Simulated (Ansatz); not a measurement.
**WC under changes of volume**

One of the cells (10.542 Å³/atom); the others are scaled copies at fixed shape and fractional positions:

```
W C
1.0
     0.00000    2.19268    2.19268
     2.19268    0.00000    2.19268
     2.19268    2.19268    0.00000
W C
1 1
Direct
  0.00000 0.00000 0.00000
  0.50000 0.50000 0.50000
```

Measurements of this composition are mostly on another form, of space group No. 187.

| Item | Value |
| --- | --- |
| Program | Ansatz 0.2.0 |
| Functional | PBEsol |
| Potentials or basis | all-electron LAPW, scalar-relativistic |
| Cutoff | 336 eV (chosen from the basis error) |
| Basis error allowed | 0.001 eV/atom |
| k mesh | 10 × 10 × 10 |
| Occupations | fermi-dirac, width 0.05 eV |
| Spin | no spin polarisation |

```tsv
volume (Å³/atom)	energy over the lowest point (meV/atom)	pressure (GPa)
9.910	13.94	14.2
10.120	1.33	5.2
10.331	0.00	-2.9
10.542	8.78	-10.2
10.753	26.63	-16.7
10.964	52.61	-22.6
11.175	?	?
```

Problem. What does the run at 11.175 Å³/atom give?

Solution. Energy over the lowest point 85.89 meV/atom; pressure -27.8 GPa.

Worked out: A Birch-Murnaghan fit of order 3 (a polynomial in V^(-2/3)) to the other rows has its minimum at 10.25 Å³/atom with B0 = V·E''(V) = 390 GPa and B' = 4.4. It gives 85.84 meV/atom at 11.175 Å³/atom, against the run's 85.89, and -dE/dV = -27.8 GPa, against -27.8.

Energies are extrapolated to zero smearing.
